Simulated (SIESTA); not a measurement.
## Te2Mo under changes of volume

One of the cells (25.303 Å³/atom); the others are scaled copies at fixed shape and fractional positions:

```
Te Mo
1.0
     6.33000    0.00000    0.00000
     0.00000    3.46900    0.00000
    -0.94679    0.00000   13.82762
Te Mo
8 4
Direct
  0.94370 0.75000 0.60450
  0.05630 0.25000 0.39550
  0.90300 0.25000 0.85140
  0.09700 0.75000 0.14860
  0.41120 0.75000 0.89550
  0.58880 0.25000 0.10450
  0.44320 0.25000 0.64840
  0.55680 0.75000 0.35160
  0.81670 0.75000 0.99260
  0.18330 0.25000 0.00740
  0.68190 0.25000 0.49340
  0.31810 0.75000 0.50660
```

* Program: SIESTA 5.4.2
* Functional: LDA
* Potentials or basis: PseudoDojo 0.4 standard (LDA files)
* Basis: DZP (energy shift 0.003 Ry; two zetas on semicore shells)
* Grid cutoff: 800 Ry
* Energy shift: 0.003 Ry
* k mesh: 4 × 8 × 2
* Occupations: fermi-dirac, width 0.05 eV
* Spin: no spin polarisation

```csv
volume (Å³/atom),energy over the lowest point (meV/atom),pressure (GPa),largest force (eV/Å)
23.785,26.50,6.8,1.305
24.291,9.53,4.0,0.902
24.797,1.03,1.5,0.530
25.303,0.00,-0.8,0.189
25.809,?,?,?
26.315,17.39,-4.6,0.448
26.821,34.40,-6.2,0.710
```

Task: What does the run at 25.809 Å³/atom give?

Result: Energy over the lowest point 5.68 meV/atom; pressure -2.8 GPa; largest force 0.219 eV/Å.

Worked out: A Birch-Murnaghan fit of order 3 (a polynomial in V^(-2/3)) to the other rows has its minimum at 25.12 Å³/atom with B0 = V·E''(V) = 110 GPa and B' = 4.7 at fixed shape and positions, which overstates the stiffness. It gives 5.71 meV/atom at 25.809 Å³/atom, against the run's 5.68, and -dE/dV = -2.8 GPa, against -2.8.

Energies are extrapolated to zero smearing.

Caveats: the basis of atomic orbitals isn't converged, which shifts pressures, moduli and gaps; forces of over 1 eV/Å show positions far from the minimum, so gaps and moduli don't describe the material at rest (some runs).
